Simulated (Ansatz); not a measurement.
Input and output of a relaxation of cell and atoms on a 4-atom cell of F (C2/m) from a materials database (the PAW code Ansatz, PBE-D4). The starting cell comes from a relaxation with PBE.

input.yaml:
```yaml
crystal:
  lattice:
    - [2.951544426, -1.6712996269, -0.0089579948]
    - [2.951544426, 1.6712996269, -0.0089579948]
    - [-2.365068873, 0.0, 7.0523740187]
  atoms:
    - { symbol: F, position: [0.5003241197, 0.5003241197, 0.4048985611] }
    - { symbol: F, position: [0.0779792521, 0.0779792521, 0.0949457065] }
    - { symbol: F, position: [0.4996758803, 0.4996758803, 0.5951014389] }
    - { symbol: F, position: [0.9220207479, 0.9220207479, 0.9050542935] }
kpoints:
  mp_grid: { grid: [8, 8, 4] }
hamiltonian:
  xc: pbe
  dispersion: d4
scf:
  occupations: { method: fermi_dirac, width: 0.02 }
relax:
  f_tol: 0.005
  cell: {}
output:
  write_density: true
  write_potential: true
  elf: true
  volumetric_format: npy
```

Command: `ansatz run input.yaml --threads 2 --pin off --max-ram 2211MiB --backend cpu --events-out ev --progress --plain --runs-dir out`. It took 10 s on 2 threads of Arm Neoverse V1, with other jobs on the host; peak host memory 0.37 GiB.

Abridged output:
```
Pseudopotential: F, paw, valence charge 7, recommended cutoff 420 eV (normal)
Functional definition: PBE
Crystal: 4 atoms, lattice volume = 69.507 Å³
Basis set: ecut = 420 eV, 1361 PW (Γ)
Bands: 18, of which v1, the nominal top of the filled ones, is band 14 counted from 1 (13 counted from 0)
Symmetry: 4 space group operations
Space group: C2/m (ITA 12)
k-points: 78 of 256
SCF iter   1: HF=-3222.572026 eV  Δρ=2.52e-3  dr2=1.85e-3
SCF iter   2: HF=-3222.573242 eV  Δρ=1.16e-3  dr2=1.85e-4
SCF iter   3: HF=-3222.573888 eV  Δρ=4.06e-4  dr2=2.62e-5
SCF iter   4: HF=-3222.574099 eV  Δρ=4.39e-5  dr2=2.87e-7
SCF iter   5: HF=-3222.574101 eV  Δρ=1.11e-5  dr2=1.64e-8
SCF iter   6: HF=-3222.574101 eV  Δρ=3.04e-6  dr2=3.67e-9
SCF 1 converged in 6 iterations: F = -3222.574101 eV  dr2 = 3.67e-9
relax step 1: F+E_penalty+E_count = -3222.57410063 eV  max|allowed force component| = 4.063e-3 eV/Å  Δτ_max = 0.0000 Å  P = -0.040 GPa  Ω = 69.507 Å³
SCF 2 converged in 5 iterations: F = -3222.574642 eV  dr2 = 6.39e-9
relax step 2: F+E_penalty+E_count = -3222.57464181 eV  max|allowed force component| = 2.182e-3 eV/Å  Δτ_max = 0.0052 Å  P = -0.011 GPa  Ω = 69.384 Å³
SCF 3 converged in 7 iterations: F = -3222.575057 eV  dr2 = 1.25e-11
relax step 3: F+E_penalty+E_count = -3222.57505745 eV  max|allowed force component| = 2.101e-3 eV/Å  Δτ_max = 0.0030 Å  P = +0.011 GPa  Ω = 69.259 Å³
SCF 4 converged in 7 iterations: F = -3222.574834 eV  dr2 = 1.25e-11
relax step 4: F+E_penalty+E_count = -3222.57483406 eV  max|allowed force component| = 1.249e-3 eV/Å  Δτ_max = 0.0036 Å  P = +0.006 GPa  Ω = 69.244 Å³
SCF 5 converged in 5 iterations: F = -3222.574225 eV  dr2 = 3.01e-12
relax step 5: F+E_penalty+E_count = -3222.57422531 eV  max|allowed force component| = 1.215e-3 eV/Å  Δτ_max = 0.0000 Å  P = -0.015 GPa  Ω = 69.244 Å³  (SCF on a basis re-selected at this cell)
SCF converged after 5 iterations
Free energy (F): -3222.574225 eV
Fermi energy:    -2.577502 eV
--- Forces (eV/Å), atoms counted from 1 ---
  atom   1  F     -0.00060      0.00000      0.00103
  atom   2  F       0.00017      0.00000      0.00122
  atom   3  F       0.00060      0.00000    -0.00103
  atom   4  F     -0.00017      0.00000    -0.00122
--- Stress (GPa, compression-positive) ---
        0.005174       0.000000      -0.002177
        0.000000      -0.013886       0.000000
       -0.002177       0.000000      -0.036212
  P = ⅓ Tr σ = -0.0150 GPa (-0.150 kbar)
--- Relaxed structure (4 steps of the walk, 4 accepted, 1 SCFs on fresh bases) ---
  F+E_penalty+E_count = -3222.57422531 eV   max|allowed force component| = 1.215e-3 eV/Å
  cell:  # Å, volume = 69.2440 Å³
    - [2.955073, -1.670910, -0.009558]
    - [2.955073, 1.670910, -0.009558]
    - [-2.369429, 0.000000, 7.019481]
  atoms:
    - { symbol: F, position: [0.500310, 0.500310, 0.404517] }
    - { symbol: F, position: [0.079284, 0.079284, 0.095011] }
    - { symbol: F, position: [0.499690, 0.499690, 0.595483] }
    - { symbol: F, position: [0.920716, 0.920716, 0.904989] }
```

Planar averages along the third cell vector, from rho_z.tsv and v_z.tsv (valence density with its augmentation; electrostatic potential energy of an electron, of which only differences have a meaning):
```csv
z (Å),ρ (e/Å³),v_es (eV)
0.00,0.221,2.40
0.30,0.395,0.04
0.44,0.612,-1.00
0.74,0.936,-1.33
0.89,0.772,-0.86
1.19,0.292,1.62
1.33,0.154,3.26
1.63,0.046,4.51
1.93,0.032,4.60
2.07,0.046,4.50
2.37,0.156,3.22
2.52,0.296,1.57
2.82,0.778,-0.89
3.11,0.848,-1.46
3.26,0.605,-1.01
3.56,0.259,1.50
3.70,0.217,2.41
4.00,0.389,0.04
4.15,0.605,-1.01
4.45,0.938,-1.36
4.74,0.515,0.12
4.89,0.296,1.57
5.19,0.082,4.27
5.33,0.046,4.50
5.63,0.032,4.60
5.93,0.081,4.29
6.08,0.154,3.26
6.37,0.509,0.17
6.52,0.772,-0.86
6.82,0.852,-1.44
6.96,0.612,-1.00
7.26,0.263,1.49
```

The walk took 4 steps and changed the volume by -0.4 %. The last SCF, on a fresh basis, lies 0.0 meV an atom below the first. Final cell: space group C2/m (No. 12), monoclinic; a = 5.910 Å, b = 3.342 Å, c = 7.409 Å, β = 108.8° in the conventional setting, 17.31 Å³ an atom. Around F lie 1 F at 1.42 Å.

No spin polarisation and no zero-point or thermal motion.
